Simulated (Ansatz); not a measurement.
**The stack of 2H-WS2 under Sc2COS MXene, shifted by two thirds of the diagonal between two gates**

How do the bands of the stack of 2H-WS2 under Sc2COS MXene, shifted by two thirds of the diagonal follow a displacement field between two gates?

Program: Ansatz 0.2.0. Level of theory: plane-wave DFT, PBE-D3(BJ), Ansatz PAW, in the first sound run; inputs show where later runs differ. Results are calculated unless marked as measured.

This is a report of a sequence of runs, with most program output left out.

## Step 1: The starting structure

The cell holds 8 atoms: 3 S, 1 W, 2 Sc, 1 C and 1 O. Cell: a = 3.203 Å, b = 3.203 Å, c = 54.959 Å, α = 90.0°, β = 90.0°, γ = 120.0°. Regions: layer 1: 2H-WS2, 3 atoms (2 S and 1 W); layer 2: Sc2COS MXene, 5 atoms (1 S, 2 Sc, 1 C and 1 O). Vacuum lies along c.

As a file:

```cif
data_structure
_symmetry_space_group_name_H-M 'P 1'
_symmetry_Int_Tables_number 1
_cell_length_a 3.2030
_cell_length_b 3.2030
_cell_length_c 54.9587
_cell_angle_alpha 90.000
_cell_angle_beta 90.000
_cell_angle_gamma 120.000
_cell_volume 488.31
loop_
_atom_site_label
_atom_site_type_symbol
_atom_site_fract_x
_atom_site_fract_y
_atom_site_fract_z
_atom_site_occupancy
S1 S 0.33333 0.66667 0.39120 1
W2 W 0.00000 0.00000 0.42282 1
S3 S 0.33333 0.66667 0.45444 1
S4 S 0.00000 0.00000 0.50903 1
Sc5 Sc 0.33333 0.66667 0.54151 1
C6 C 0.66667 0.33333 0.56468 1
Sc7 Sc 0.00000 0.00000 0.58784 1
O8 O 0.33333 0.66667 0.60880 1
```

## Step 2: Relaxation

The starting cell is a guess, so the in-plane lattice and the atoms are relaxed first, with the slab cut off from its images along the normal.

input.yaml

```yaml
crystal:
  lattice:
    - [3.20304, 0.0, 0.0]
    - [-1.60152, 2.7739140093, 0.0]
    - [0.0, 0.0, 54.9586570747]
  atoms:
    - { symbol: S, position: [0.3333333333, 0.6666666667, 0.3912031542] }
    - { symbol: W, position: [0.0, 0.0, 0.4228234705] }
    - { symbol: S, position: [0.3333333333, 0.6666666667, 0.4544437866] }
    - { symbol: S, position: [0.0, 0.0, 0.5090302733] }
    - { symbol: Sc, position: [0.3333333333, 0.6666666667, 0.5415142151] }
    - { symbol: C, position: [0.6666666667, 0.3333333333, 0.5646757203] }
    - { symbol: Sc, position: [0.0, 0.0, 0.5878372254] }
    - { symbol: O, position: [0.3333333333, 0.6666666667, 0.6087968458] }
  periodic: [true, true, false]
kpoints:
  mp_grid: { grid: [12, 12, 1] }
hamiltonian:
  xc: pbe
  dispersion: d3bj
scf:
  occupations: { method: fermi_dirac, width: 0.05 }
  convergence: { dr2_threshold: 1.0e-09 }
relax:
  f_tol: 0.004
  max_steps: 90
  cell: {}
output:
  write_potential: true
  write_density: true
  volumetric_format: npy
```

On the command line:

```
ansatz run input.yaml --threads 4 --pin off --max-ram 6144MiB --backend cpu --events-out ev --progress --plain --runs-dir out
```

It took 87 s on 4 threads of AMD EPYC 7R13 (Zen 3), shared host; peak memory 1.1 GiB.

Relaxation path:

```
step  energy less that of the first step (eV)  largest force component (eV/Å)  volume (Å³)
   1                                   0.0000                          5.1272       488.31
   2                                  -1.3618                          2.5164       490.39
   3                                  -1.6105                          0.4722       486.26
   4                                  -1.6397                          0.1138       496.66
   5                                  -1.6414                          0.0226       496.53
   6                                  -1.6414                          0.0174       496.02
   7                                  -1.6417                          0.0047       496.17
   8                                  -1.6417                          0.0002       496.16
  9*                                  -1.6438                          0.0003       496.16
```

Relaxation steps marked * repeat the geometry before them on a plane-wave basis chosen anew for their cell, so energy and pressure can jump there. Relaxation step 6 was tried and not accepted.

Forces are held to the 6 operations that the run works with; a distortion that breaks them can't arise in this run.

| cell as run | before | after | change |
| --- | --- | --- | --- |
| a (Å) | 3.203 | 3.229 | +0.8 % |
| b (Å) | 3.203 | 3.229 | +0.8 % |

The atoms that moved most (Å, along periodic axes as changes of fractional coordinates times the final cell, across vacuum about the mean position):

| atom | dx | dy | dz | length |
| --- | --- | --- | --- | --- |
| S1 | 0.000 | 0.000 | 0.402 | 0.402 |
| C6 | 0.000 | 0.000 | -0.235 | 0.235 |
| O8 | 0.000 | 0.000 | -0.232 | 0.232 |
| Sc5 | 0.000 | 0.000 | -0.221 | 0.221 |
| W2 | 0.000 | 0.000 | 0.217 | 0.217 |
| Sc7 | 0.000 | 0.000 | 0.172 | 0.172 |
| S4 | 0.000 | 0.000 | -0.125 | 0.125 |
| S3 | 0.000 | 0.000 | 0.023 | 0.023 |

This step gave:

- energy at zero smearing: -18189.5828 eV

The lattice constant a goes from 3.203 to 3.229 Å.

## Step 3: Gated layer, displacement field 0, start network

The slab is cut off from its images along the normal. Two sheets of opposite charge stand for the gates, so the stack stays neutral in a displacement field; barriers ahead of the sheets keep electrons from leaking to them. The uncharged case sets the zero.

The cell differs from the one that the last finished run ended in (c 54.959 → 53.325 Å).

input.yaml

```yaml
crystal:
  lattice:
    - [3.2287010475, 0.0, 0.0]
    - [-1.6143505238, 2.7961371284, 0.0]
    - [0.0, 0.0, 53.3247270852]
  atoms:
    - { symbol: S, position: [0.3333333333, 0.6666666667, 0.3938135486] }
    - { symbol: W, position: [0.0, 0.0, 0.4229317182] }
    - { symbol: S, position: [0.3333333333, 0.6666666667, 0.4518818165] }
    - { symbol: S, position: [0.0, 0.0, 0.5053803939] }
    - { symbol: Sc, position: [0.3333333333, 0.6666666667, 0.5370479017] }
    - { symbol: C, position: [0.6666666667, 0.3333333333, 0.5606646913] }
    - { symbol: Sc, position: [0.0, 0.0, 0.592165916] }
    - { symbol: O, position: [0.3333333333, 0.6666666667, 0.6061864514] }
  periodic: [true, true, false]
  symmetry: { detect: true }
kpoints:
  mp_grid: { grid: [30, 30, 1] }
  band_path:
    path: [[0, 0, 0], [0.5, 0, 0], [0.33333333, 0.33333333, 0], [0, 0, 0]]
    npoints: 16
hamiltonian:
  xc: pbe
  dispersion: d3bj
scf:
  occupations: { method: fermi_dirac, width: 0.05 }
  convergence: { dr2_threshold: 1.0e-10 }
output:
  forces: true
  eigenvalues: true
  dos: { projected: true, e_range: [-3, 3], de: 0.01 }
  write_potential: true
  write_density: true
  volumetric_format: npy
  elf: true
external_charges:
  - { charge: 0, barrier: 10, axis: 3, height: 36.825, sigma: 0.25 }
  - { charge: 0, barrier: 10, axis: 3, height: 16.5, sigma: 0.25 }
```

The job ended after 76 s (4 threads; peak memory 1.8 GiB).

Numbers from this step:

```
energy at zero smearing                                                             : -18189.5799 eV
potential beyond the upper barrier and gate, less the barrier, from the Fermi level : 6.554 eV
```

Running mean over a fixed 2.5 Å (it still follows the layers) of the planar mean; beyond a gate it holds the 10 eV model barrier. Electron's electrostatic potential energy less the Fermi level against z:

| z (Å) | electron's electrostatic potential energy less the Fermi level (eV) |
| --- | --- |
| 4 | 15.6 |
| 6 | 15.6 |
| 8 | 15.6 |
| 10 | 15.6 |
| 12 | 15.6 |
| 14 | 15.6 |
| 16 | 12.6 |
| 18 | 5.66 |
| 20 | 0.575 |
| 22 | -10.9 |
| 24 | -5.95 |
| 26 | 0.281 |
| 28 | -6.98 |
| 30 | -5.09 |
| 32 | -5.86 |
| 34 | 5.77 |
| 36 | 8.29 |
| 38 | 16.0 |
| 40 | 16.6 |
| 42 | 16.6 |
| 44 | 16.6 |
| 46 | 16.6 |
| 48 | 16.6 |

The density of states has structure finer than the step of the table below, so its rows give means over 0.1 eV, whole bins alone (the curve runs from -3 to 1.99 eV). Peaks (eV: height): -2.55: 15.2, -2.38: 14.0, -2.34: 13.9, -2.28: 12.2, -2.13: 12.8, -1.89: 15.6, -1.09: 12.5.

Density of states against energy, zero at the Fermi level; means over each step:

energy (eV), density of states (states/eV a cell) and a bar:
```
     -2.9        6.2 #################
     -2.8        7.4 ####################
     -2.7        6.7 ##################
     -2.6       10.1 ############################
     -2.5       10.5 #############################
     -2.4       10.8 ##############################
     -2.3       10.9 ##############################
     -2.2        4.3 ###########
     -2.1        7.6 #####################
     -2.0        4.5 ############
     -1.9        7.4 ####################
     -1.8        4.5 ############
     -1.7        3.7 #########
     -1.6        3.4 #########
     -1.5        3.8 ##########
     -1.4        7.5 ####################
     -1.3        6.2 #################
     -1.2        4.1 ###########
     -1.1        8.1 ######################
     -1.0        4.6 ############
     -0.9        4.6 ############
     -0.8        6.7 ##################
     -0.7        6.6 ##################
     -0.6        7.4 ####################
     -0.5        5.4 ##############
     -0.4        5.1 ##############
     -0.3        5.0 #############
     -0.2        6.2 #################
     -0.1        3.2 ########
      0.0        2.5 ######
      0.1        2.4 ######
      0.2        2.4 ######
      0.3        2.6 ######
      0.4        3.2 ########
      0.5        2.1 #####
      0.6        1.1 ##
      0.7        0.9 ##
      0.8        0.7 #
      0.9        0.6 #
      1.0        0.5 #
      1.1        0.5 
      1.2        0.4 
      1.3        0.4 
      1.4        0.4 
      1.5        0.6 #
      1.6        0.5 
      1.7        0.3 
      1.8        0.4 
      1.9        0.4
```

Projected DOS per atom over height of the atomic layer and energy from the Fermi level. Layers: S W S S Sc C Sc O from below.

Ten even steps from '_' (0.00 states/eV) to '@' (4.00 states/eV), each cell a mean:
```
__..____________
________________
________________
________________
________________
________________
______..__::____
______..__--____
______..__--____
______::..==____
__..__--..--____
__::__==::++__..
__--__::..--____
..++..::..::____
......--..::__..
..__..--....____
::__::::__..__..
::..::--....__::
--..::::______==
::::::--..::::@@
........__::::%%
........____::**
```
Columns: height of the atomic layer (Å) from 21 to 32.3 (not evenly spaced); rows upwards: energy from the Fermi level (eV) from -2.98 to 1.97.

The electronic bands at the labelled points (eV, zero at the Fermi level):

| point | band 29 | band 30 | band 31 | band 32 | band 33 | band 34 | band 35 | band 36 |
| --- | --- | --- | --- | --- | --- | --- | --- | --- |
| Γ | -0.19 | -0.19 | 0.49 | 1.63 | 1.63 | 2.60 | 2.60 | 2.82 |
| halfway | -1.00 | -0.84 | -0.29 | 0.02 | 0.68 | 2.31 | 2.32 | 2.88 |
| M | -1.37 | -1.05 | -0.67 | -0.62 | 0.44 | 2.46 | 2.46 | 2.94 |
| halfway | -1.59 | -1.14 | -0.83 | -0.63 | -0.27 | 2.14 | 3.13 | 3.26 |
| K | -1.82 | -1.42 | -0.91 | -0.60 | -0.21 | 1.41 | 3.19 | 3.78 |
| halfway | -1.12 | -1.01 | -0.47 | -0.23 | 0.21 | 1.96 | 2.58 | 2.75 |
| Γ | -0.19 | -0.19 | 0.49 | 1.63 | 1.63 | 2.60 | 2.60 | 2.82 |

Valence density in the ca plane at fractional y = 0.667, with atoms of S and Sc and O within 0.2 Å of it. It is the smooth field of the valence electrons, not physical close to the nuclei.

Ten steps, logarithmic in the rise over the least value, from '0' (0.0 e/Å³) to '9' (7.0 e/Å³), each cell a mean:
```
32211123444322233333343211000000000000000000
32111123444322234433343210000000000000000000
44321123343334333322233331000000000000000000
55542112223477743222246763100000000000000000
55653111123699963211358985200000000000000000
54653111123699963111358985200000000000000000
65542112223478752221246764100000000000000000
44321123333344433322234432100000000000000000
```
Columns run along c (16.0 Å, from fractional 0.45 to 0.75 of the cell), rows up along a (3.2 Å). Atoms in or near the plane, at fractional coordinates: S at (0.45, 0.33), Sc at (0.54, 0.33), O at (0.61, 0.33).

Electrostatic potential energy in the ca plane at fractional y = 0.667, with atoms of S and Sc and O within 0.2 Å of it. With pseudopotentials it is smooth inside the atoms' cores, unlike the true potential.

Ten even steps from '0' (-45 eV) to '9' (10 eV), each cell a mean:
```
99999999888888888877776434567778887666777777
99999999888888888877776434567778877666777777
99999999888888888776666555666677887777765567
99999999888888888752135666631247788777642135
99999999888888887730103676400016788877520004
99999999888888887730103676401116788877510004
99999999888888888751025666531147788777641125
99999999888888888776566655665677887777765556
```
Columns run along c (16.0 Å, from fractional 0.26 to 0.56 of the cell; values clipped at the 3rd and 97th percentile), rows up along a (3.2 Å). Atoms in or near the plane, at fractional coordinates: S at (0.39, 0.33), S at (0.45, 0.33), Sc at (0.54, 0.33).

ELF in the ca plane at fractional y = 0.667, with atoms of S and Sc and O within 0.2 Å of it. It is the smooth field of the valence electrons, not physical close to the nuclei.

Ten even steps from '0' (0.00) to '9' (0.93), each cell a mean:
```
32133123321015788762125776312100100000000000
22133112210015788863125776312100000000000000
75322257765103677631112465201134431000000000
88522588899510244215663123113688863100000000
37632673279820011037457101126866874200000000
26622673179820011037347201126866874200000000
78622587799610233225774122114788864100000000
86322367876202567521221355201245531000000000
```
Columns run along c (16.0 Å, from fractional 0.40 to 0.70 of the cell), rows up along a (3.2 Å). Atoms in or near the plane, at fractional coordinates: S at (0.45, 0.33), Sc at (0.54, 0.33), O at (0.61, 0.33).

There is no gap.

## Step 4: Gated layer, displacement field 0.905 V/nm

Changes to input.yaml since step 3:

```diff
@@ -30,3 +30,2 @@
   eigenvalues: true
-  dos: { projected: true, e_range: [-3, 3], de: 0.01 }
   write_potential: true
@@ -34,5 +33,6 @@
   volumetric_format: npy
-  elf: true
 external_charges:
   - { charge: 0, barrier: 10, axis: 3, height: 36.825, sigma: 0.25 }
+  - { charge: -0.004514, axis: 3, height: 38.325, sigma: 0.5 }
   - { charge: 0, barrier: 10, axis: 3, height: 16.5, sigma: 0.25 }
+  - { charge: 0.004514, axis: 3, height: 15.0, sigma: 0.5 }
```

Wall time 1.8 min (4 threads); peak memory 1.7 GiB; 7 min of CPU time.

This step gave:

```yaml
energy_at_zero_smearing: -18189.5735 eV
potential_beyond_the_upper_barrier_and_gate_less_the_barrier_from_the_fermi_level: 7.055 eV
```

The electronic bands at the labelled points (eV, zero at the Fermi level):

| point | band 29 | band 30 | band 31 | band 32 | band 33 | band 34 | band 35 | band 36 |
| --- | --- | --- | --- | --- | --- | --- | --- | --- |
| Γ | -0.19 | -0.19 | 0.48 | 1.63 | 1.63 | 2.57 | 2.57 | 2.79 |
| halfway | -1.01 | -0.85 | -0.29 | 0.02 | 0.68 | 2.29 | 2.29 | 2.87 |
| M | -1.36 | -1.08 | -0.68 | -0.62 | 0.44 | 2.44 | 2.46 | 2.92 |
| halfway | -1.60 | -1.15 | -0.82 | -0.65 | -0.26 | 2.12 | 3.12 | 3.25 |
| K | -1.81 | -1.43 | -0.91 | -0.59 | -0.23 | 1.39 | 3.16 | 3.75 |
| halfway | -1.13 | -1.03 | -0.47 | -0.23 | 0.21 | 1.93 | 2.55 | 2.73 |
| Γ | -0.19 | -0.19 | 0.48 | 1.63 | 1.63 | 2.57 | 2.57 | 2.79 |

There is no gap.

Of the bands kept, 3 cross the Fermi level on this path.

## Step 5: Gated layer, displacement field 1.81 V/nm

Changes to input.yaml since step 4:

```diff
@@ -35,4 +35,4 @@
   - { charge: 0, barrier: 10, axis: 3, height: 36.825, sigma: 0.25 }
-  - { charge: -0.004514, axis: 3, height: 38.325, sigma: 0.5 }
+  - { charge: -0.009028, axis: 3, height: 38.325, sigma: 0.5 }
   - { charge: 0, barrier: 10, axis: 3, height: 16.5, sigma: 0.25 }
-  - { charge: 0.004514, axis: 3, height: 15.0, sigma: 0.5 }
+  - { charge: 0.009028, axis: 3, height: 15.0, sigma: 0.5 }
```

Elapsed: 1.7 min, on 4 threads; peak memory 1.7 GiB.

There is no gap.

## Step 6: Gated layer, displacement field 2.71 V/nm

Changes to input.yaml since step 5:

```diff
@@ -35,4 +35,4 @@
   - { charge: 0, barrier: 10, axis: 3, height: 36.825, sigma: 0.25 }
-  - { charge: -0.009028, axis: 3, height: 38.325, sigma: 0.5 }
+  - { charge: -0.013542, axis: 3, height: 38.325, sigma: 0.5 }
   - { charge: 0, barrier: 10, axis: 3, height: 16.5, sigma: 0.25 }
-  - { charge: 0.009028, axis: 3, height: 15.0, sigma: 0.5 }
+  - { charge: 0.013542, axis: 3, height: 15.0, sigma: 0.5 }
```

Elapsed: 99 s, on 4 threads; peak memory 1.7 GiB.

The electronic bands at the labelled points (eV, zero at the Fermi level):

| point | band 29 | band 30 | band 31 | band 32 | band 33 | band 34 | band 35 | band 36 |
| --- | --- | --- | --- | --- | --- | --- | --- | --- |
| Γ | -0.19 | -0.19 | 0.45 | 1.63 | 1.63 | 2.51 | 2.51 | 2.74 |
| halfway | -1.05 | -0.87 | -0.30 | 0.02 | 0.67 | 2.22 | 2.23 | 2.83 |
| M | -1.34 | -1.13 | -0.68 | -0.62 | 0.44 | 2.38 | 2.46 | 2.86 |
| halfway | -1.60 | -1.15 | -0.82 | -0.70 | -0.26 | 2.06 | 3.09 | 3.22 |
| K | -1.80 | -1.44 | -0.91 | -0.57 | -0.29 | 1.33 | 3.10 | 3.69 |
| halfway | -1.14 | -1.07 | -0.48 | -0.23 | 0.21 | 1.86 | 2.49 | 2.67 |
| Γ | -0.19 | -0.19 | 0.45 | 1.63 | 1.63 | 2.51 | 2.51 | 2.74 |

There is no gap.

Of the bands kept, 3 cross the Fermi level on this path.

## Step 7: Gated layer, displacement field 3.62 V/nm

Changes to input.yaml since step 6:

```diff
@@ -30,2 +30,3 @@
   eigenvalues: true
+  dos: { projected: true, e_range: [-3, 3], de: 0.01 }
   write_potential: true
@@ -33,6 +34,7 @@
   volumetric_format: npy
+  elf: true
 external_charges:
   - { charge: 0, barrier: 10, axis: 3, height: 36.825, sigma: 0.25 }
-  - { charge: -0.013542, axis: 3, height: 38.325, sigma: 0.5 }
+  - { charge: -0.018056, axis: 3, height: 38.325, sigma: 0.5 }
   - { charge: 0, barrier: 10, axis: 3, height: 16.5, sigma: 0.25 }
-  - { charge: 0.013542, axis: 3, height: 15.0, sigma: 0.5 }
+  - { charge: 0.018056, axis: 3, height: 15.0, sigma: 0.5 }
```

Wall time 1.7 min (4 threads); peak memory 1.7 GiB; 6.7 min of CPU time.

There is no gap.

## Step 8: Gated layer, displacement field -1.81 V/nm

Changes to input.yaml since step 7:

```diff
@@ -37,4 +37,4 @@
   - { charge: 0, barrier: 10, axis: 3, height: 36.825, sigma: 0.25 }
-  - { charge: -0.018056, axis: 3, height: 38.325, sigma: 0.5 }
+  - { charge: 0.009028, axis: 3, height: 38.325, sigma: 0.5 }
   - { charge: 0, barrier: 10, axis: 3, height: 16.5, sigma: 0.25 }
-  - { charge: 0.018056, axis: 3, height: 15.0, sigma: 0.5 }
+  - { charge: -0.009028, axis: 3, height: 15.0, sigma: 0.5 }
```

It took 1.7 min on 4 threads; peak memory 1.7 GiB; 6.9 min of CPU time.

The density of states has structure finer than the step of the table below, so its rows give means over 0.1 eV, whole bins alone (the curve runs from -3 to 1.99 eV). Peaks (eV: height): -2.80: 9.82, -2.56: 14.0, -2.38: 17.0, -1.90: 9.60, -1.42: 10.4, -1.05: 11.9, -0.80: 14.1.

Density of states against energy, zero at the Fermi level; means over each step:

energy (eV), density of states (states/eV a cell) and a bar:
```
     -2.9        6.2 ###############
     -2.8        7.4 ##################
     -2.7        6.9 #################
     -2.6       10.4 ##########################
     -2.5        9.6 ########################
     -2.4       12.0 ##############################
     -2.3        8.6 #####################
     -2.2        4.0 ##########
     -2.1        7.4 ##################
     -2.0        5.0 ############
     -1.9        6.7 ################
     -1.8        4.8 ############
     -1.7        3.7 #########
     -1.6        3.7 #########
     -1.5        3.9 #########
     -1.4        7.4 ##################
     -1.3        6.6 ################
     -1.2        4.2 ##########
     -1.1        6.4 ################
     -1.0        5.9 ##############
     -0.9        4.9 ############
     -0.8        7.8 ###################
     -0.7        6.1 ###############
     -0.6        7.8 ###################
     -0.5        5.3 #############
     -0.4        5.1 ############
     -0.3        5.0 ############
     -0.2        5.6 ##############
     -0.1        3.4 ########
      0.0        2.5 ######
      0.1        2.4 #####
      0.2        2.4 #####
      0.3        2.5 ######
      0.4        3.1 #######
      0.5        2.1 #####
      0.6        1.1 ##
      0.7        0.9 #
      0.8        0.7 #
      0.9        0.6 #
      1.0        0.5 #
      1.1        0.5 
      1.2        0.4 
      1.3        0.4 
      1.4        0.4 
      1.5        0.5 #
      1.6        0.5 
      1.7        0.3 
      1.8        0.3 
      1.9        0.4
```

There is no gap.

(Continued in part 2 of 2.)

[Logs are printed without paths, hosts, clocks, repeated set-up lines and the standing remarks that a program may print on its own settings, such as how far it seeks lower states.]

[Hosts, paths, dates, database ids (printed as entryN), source tags and the programs' standing remarks are cut or masked in the printed files.]

[Maps of the electrostatic potential energy from Ansatz leave out the sawtooth potential of an applied field or a dipole correction, so their vacuum need not be flat; planar profiles and work functions include it.]

[The density of states shown here was stored with 400 of the rows of the run's finer table, so its peaks can read low, often by over a quarter, or be missed, and its means over a window can be off by a tenth or more.]
